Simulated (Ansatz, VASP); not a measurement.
## BeS in VASP and in Ansatz

```
S Be
1.0
     0.00000    2.42500    2.42500
     2.42500    0.00000    2.42500
     2.42500    2.42500    0.00000
S Be
1 1
Direct
  0.75000 0.75000 0.75000
  0.00000 0.00000 0.00000
```

Alike in both runs: task relaxation of cell and atoms; functional PBE; k mesh 9 × 9 × 9; occupations fermi-dirac, width 0.05 eV; no spin polarisation.

|  | VASP | Ansatz |
| --- | --- | --- |
| version | VASP 6.6.1 | Ansatz 0.2.0 |
| potentials or method | VASP PAW PBE potentials, release 64 (S, Be) | Ansatz PAW |
| plane-wave cutoff (eV) | 900 | 420 |
| valence electrons in the cell | 8 | 8 |

```tsv
	VASP	Ansatz	Ansatz less VASP
gap on the k mesh at the Fermi level, each at its own relaxed structure (eV)	3.24	3.24	-0.003
relaxed volume (Å³/atom)	14.50	14.49	-0.006
relaxed cell length with the largest relative difference (Å)	3.448	3.448	-0.0005
energy change over the relaxation (meV/atom)	-1	-1	0.0
```

Caveats: an odd mesh through Γ misses points on the zone boundary, where band edges often lie (VASP); odd divisions of the mesh miss points on the zone boundary, where band edges often lie, so the gap on the mesh can be too wide (Ansatz); the plane-wave basis is chosen anew once the cell has moved, so the energies of steps on either side of that aren't comparable (Ansatz). PBE usually gives volumes a little too large and moduli too small. Zero-point motion and thermal expansion aren't in these numbers.
